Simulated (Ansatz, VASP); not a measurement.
**Two plane-wave programs on W**

```
W
1.0
     0.00000    2.01850    2.01850
     2.01850    0.00000    2.01850
     2.01850    2.01850    0.00000
W
1
Direct
  0.00000 0.00000 0.00000
```

This isn't the form of W at room conditions, which is bcc.

Alike in both runs: functional PBE; k mesh 18 × 18 × 18; occupations gaussian, width 0.1 eV; no spin polarisation.

Ansatz relaxed the structure, and its values are those at the end. VASP's run is a single point on that final structure, the one shown.

|  | VASP | Ansatz |
| --- | --- | --- |
| version | VASP 6.6.1 | Ansatz 0.2.0 |
| potentials or method | VASP PAW PBE potentials, release 64 (W_sv) | scalar-relativistic, plane waves, PAW |
| plane-wave cutoff (eV) | 520 | 420 |
| valence electrons in the cell | 14 | 14 |

Ansatz gave:

```
gap on the k mesh at the Fermi level (eV) : none
pressure (GPa)                            : 0.0
```

**Question.** What did VASP give for the same quantities?

**Answer.** gap on the k mesh at the Fermi level (eV): none; pressure (GPa): 0.5.

A gap of «none» marks a metal or a gap that the smearing closes.

The runs have no spin-orbit coupling, so splittings on W are missing.
